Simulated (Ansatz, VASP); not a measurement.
CdTe: VASP beside Ansatz

```
Cd Te
1.0
     0.00000    2.84244    2.84244
     2.84244    0.00000    2.84244
     2.84244    2.84244    0.00000
Cd Te
1 1
Direct
  0.00000 0.00000 0.00000
  0.50000 0.50000 0.50000
```

Change from the starting cell: volume scaled by 0.8, LAPW.

Alike in both runs: task single point; functional PBE; k mesh 11 × 11 × 11; occupations fermi-dirac, width 0.05 eV; no spin polarisation.

|  | VASP | Ansatz |
| --- | --- | --- |
| version | VASP 6.6.1 | Ansatz 0.2.0 |
| potentials or method | VASP PAW PBE potentials, release 64 (Cd, Te), cutoff 520 eV | all-electron LAPW, scalar-relativistic |

```csv
,VASP,Ansatz,Ansatz less VASP
pressure (GPa),18.5,18.0,-0.43
```

Ansatz ran all-electron here, so the differences hold the error of VASP's frozen core and of both bases.

Caveats: so large a pressure means that the cell lies far from this level's equilibrium, or that cutoff or potentials fall short (VASP). The runs have no spin-orbit coupling, so splittings on Te are missing.
